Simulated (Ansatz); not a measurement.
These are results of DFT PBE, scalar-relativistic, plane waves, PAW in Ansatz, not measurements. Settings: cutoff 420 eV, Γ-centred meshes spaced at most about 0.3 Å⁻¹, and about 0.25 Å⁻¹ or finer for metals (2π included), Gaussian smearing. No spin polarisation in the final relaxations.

All energies are static (0 K, no zero-point motion).

Compare these two cells of BeSe4, each relaxed at this level.

A.

```
CELL_PARAMETERS angstrom
3.58887 0.00000 0.00000
-1.79444 3.10805 0.00000
0.00000 0.00000 8.63490
ATOMIC_POSITIONS crystal
Be 0.00000 0.00000 0.00000
Se 0.33333 0.66667 0.85321
Se 0.33333 0.66667 0.39678
Se 0.66667 0.33333 0.14679
Se 0.66667 0.33333 0.60322
```

B.

```
CELL_PARAMETERS angstrom
-3.71513 3.71513 2.20063
3.71513 -3.71513 2.20063
3.71513 3.71513 -2.20063
ATOMIC_POSITIONS crystal
Be 0.00000 0.00000 0.00000
Se 0.17042 0.72499 0.89541
Se 0.72499 0.82958 0.55456
Se 0.27501 0.17042 0.44544
Se 0.82958 0.27501 0.10459
```

**Question.** Which is lower in energy, and by how much?

**Answer.** A is lower, by 15 meV/atom. A has space group P-3m1 (No. 164), 19.3 Å³/atom and no gap on its mesh; B has space group I4/m (No. 87), 24.3 Å³/atom and no gap. Counting Se atoms around Be (those within 1.25 times the shortest such distance or 1.15 times the sum of covalent radii, 1.27 where that leaves under three), A has Be 6 and B has Be 4. B holds Se–Se chains (shortest 2.53 Å); in A the shortest Se–Se distance is 2.73 Å, near bonding range too. The denser one is the lower, and pressure would at first widen the difference. Even the lower one lies +0.11 eV/atom against the reference forms of the elements (uncorrected), so neither is stable at this level. Both come from invented guesses.

The k mesh leaves some 4 meV/atom of noise in the energy of each metallic cell. Cells relaxed within their symmetry can be saddle points.

Neither cell gives beryllium the environment it prefers. The small Be²⁺ ion favours tetrahedral coordination, as in zinc-blende BeSe, but A places it in an octahedron and B in a square plane, where the site symmetry holds it. The modest preference for A probably reflects its extra Be–Se contacts and closer packing, which outweigh the loss of the better-defined Se–Se bonds in B, though the total energies do not separate these contributions.

The missing gaps fit the electron count. Two electrons from Be are shared among four Se atoms, whereas a closed-shell polyselenide would need finite chains with charged ends. In B's endless chains the added electrons should partly fill Se–Se antibonding states, consistent with links of 2.53 Å, longer than a normal single bond. A instead suggests delocalised, multicentre Se bonding.

Because BeSe is a strongly bound compound, separation into BeSe and selenium should be more favourable still than separation into the elements. The ordering therefore ranks two unfavourable arrangements and does not identify the preferred structure of BeSe4.
